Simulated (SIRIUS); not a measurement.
# Lu under changes of volume

One of the cells (29.847 Å³/atom); the others are scaled copies at fixed shape and fractional positions:

```xyz
1
Lattice="-1.9541 1.9541 1.9541 1.9541 -1.9541 1.9541 1.9541 1.9541 -1.9541" Properties=species:S:1:pos:R:3 pbc="T T T"
Lu    0.0000    0.0000    0.0000
```

This isn't the form of Lu at room conditions, which is hcp.

```yaml
Program: SIRIUS 7.10.0
Functional: PBE
Potentials_or_basis: PseudoDojo 0.4.1 PBE standard (scalar relativistic)
Cutoff: 1361 eV
Density_cutoff: 5442 eV
k_mesh: 10 × 10 × 10
Occupations: fermi-dirac, width 0.05 eV
Spin: no spin polarisation
```

| volume (Å³/atom) | energy over the lowest point (meV/atom) | pressure (GPa) |
| --- | --- | --- |
| 28.056 | ? | ? |
| 28.653 | 3.35 | 1.4 |
| 29.250 | 0.00 | 0.5 |
| 29.847 | 0.13 | -0.4 |
| 30.444 | 3.42 | -1.2 |
| 31.041 | 9.59 | -1.9 |
| 31.638 | 18.38 | -2.6 |

What does the run at 28.056 Å³/atom give?

Energy over the lowest point 10.55 meV/atom; pressure 2.5 GPa.

Worked out: A Birch-Murnaghan fit of order 3 (a polynomial in V^(-2/3)) to the other rows has its minimum at 29.52 Å³/atom with B0 = V·E''(V) = 44 GPa and B' = 3.7. It gives 10.52 meV/atom at 28.056 Å³/atom, against the run's 10.55, and -dE/dV = 2.5 GPa, against 2.5.

Energies are extrapolated to zero smearing.
